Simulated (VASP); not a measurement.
A run of VASP 6.6.1 is set up as follows.

The input INCAR:

```
  PREC = Accurate
  ENCUT = 520
  EDIFF = 1E-6
  ISMEAR = -5
  SIGMA = 0.1
  LREAL = F
  LASPH = T
  NELM = 80
  ALGO = Normal
  ISIF = 2
  LWAVE = F
  LCHARG = T
  GGA = PE
  LELF = T
  LVHAR = T
  NBANDS = 24
```

The input KPOINTS:

```
regular mesh
0
Gamma
  10 10 6
```

File POSCAR:

```
TaN
1.0
    3.0687820000      0.0000000000      0.0000000000
   -1.5343910000      2.6576450000      0.0000000000
    0.0000000000      0.0000000000      4.9704200000
Ta N
2 2
Direct
    0.3333300000      0.6666700000      0.0000000000
    0.6666600000      0.3333300000      0.5000000000
    0.3333300000      0.6666700000      0.3850000000
    0.6666600000      0.3333300000      0.8850000000
```

Potentials or basis: VASP PAW PBE potentials, release 64 (Ta_pv, N).

Command:

```console
$ cat potpaw_PBE.64/Ta_pv/POTCAR potpaw_PBE.64/N/POTCAR > POTCAR
$ mpirun -np 1 vasp_std > vasp.out
```

Problem. Predict the band gap on the k mesh.

Solution. None (metal or under the smearing width).

Problem. Predict the pressure.

Solution. 126.9 GPa.

Forces on the atoms (eV/Å):
```
Ta   0.000 -0.003  2.404
Ta   0.000  0.003  2.404
N    0.000 -0.002 -2.404
N    0.000  0.002 -2.404
```

Caveat: a pressure of tens of GPa on the cell as given is suspect, and the run, the potentials or the cell itself is likely at fault; forces of over 1 eV/Å show positions far from the minimum, so gaps and moduli don't describe the material at rest; tetrahedron occupations give inexact forces and stress in metals. Spin-orbit coupling is left out, which matters for the levels of Ta.
